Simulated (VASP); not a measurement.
Write the native input for VASP 6.6.1 that does the following.

| Quantity | Value |
| --- | --- |
| Task | band structure |
| Functional | r2SCAN |
| Potentials or basis | VASP PAW PBE potentials, release 64 (Sb, Ga_d) |
| Cutoff | 520 eV |
| k mesh | 6 × 6 × 6 |
| Occupations | fermi-dirac, width 0.05 eV |
| Spin | spin-orbit coupling, no magnetisation |
| Further INCAR settings | ALGO = Normal; EDIFF = 1e-06 |

The structure of GaSb lies in POSCAR:

```
GaSb
1.0
    0.0000000000      3.0590000000      3.0590000000
    3.0590000000      0.0000000000      3.0590000000
    3.0590000000      3.0590000000      0.0000000000
Sb Ga
1 1
Direct
    0.7500000000      0.7500000000      0.7500000000
    0.0000000000      0.0000000000      0.0000000000
```

The input as run:

INCAR

```
SYSTEM = GaSb
PREC = Accurate
ENCUT = 520
EDIFF = 1E-6
ISMEAR = -1
SIGMA = 0.05
LREAL = .FALSE.
LASPH = .TRUE.
NELM = 60
ALGO = Normal
ISIF = 2
LWAVE = .FALSE.
LCHARG = .FALSE.
MAGMOM = 0 0 0 0 0 0
LORBIT = 11
LSORBIT = .TRUE.
GGA_COMPAT = .FALSE.
METAGGA = R2SCAN
LMIXTAU = .TRUE.
```

KPOINTS

```
Automatic mesh
0
G
  6 6 6
  0 0 0
```

KPOINTS_OPT

```
path GXWKGLUWLK,UX
10
line-mode
reciprocal
 0.0000000000  0.0000000000  0.0000000000  G
 0.5000000000  0.0000000000  0.5000000000  X

 0.5000000000  0.0000000000  0.5000000000  X
 0.5000000000  0.2500000000  0.7500000000  W

 0.5000000000  0.2500000000  0.7500000000  W
 0.3750000000  0.3750000000  0.7500000000  K

 0.3750000000  0.3750000000  0.7500000000  K
 0.0000000000  0.0000000000  0.0000000000  G

 0.0000000000  0.0000000000  0.0000000000  G
 0.5000000000  0.5000000000  0.5000000000  L

 0.5000000000  0.5000000000  0.5000000000  L
 0.6250000000  0.2500000000  0.6250000000  U

 0.6250000000  0.2500000000  0.6250000000  U
 0.5000000000  0.2500000000  0.7500000000  W

 0.5000000000  0.2500000000  0.7500000000  W
 0.5000000000  0.5000000000  0.5000000000  L

 0.5000000000  0.5000000000  0.5000000000  L
 0.3750000000  0.3750000000  0.7500000000  K

 0.6250000000  0.2500000000  0.6250000000  U
 0.5000000000  0.0000000000  0.5000000000  X
```

Potentials or basis: VASP PAW PBE potentials, release 64 (Sb, Ga_d).

Run with:

```sh
$ cat potpaw_PBE.64/Sb/POTCAR potpaw_PBE.64/Ga_d/POTCAR > POTCAR
$ mpirun -np 1 vasp_ncl > vasp.out
```

It gave:

| Item | Value |
| --- | --- |
| Pressure | 0.5 GPa |
| Valence electrons inside the program's atomic spheres | Sb 2.50; Ga 11.61 |

Caveat: the PAW data sets were made with another functional, which shifts forces and pressure a little.

Wall time 10 min on 1 thread of Intel(R) Xeon(R) Platinum 8488C (Sapphire Rapids), with other jobs on the host, peak memory 0.39 GiB.
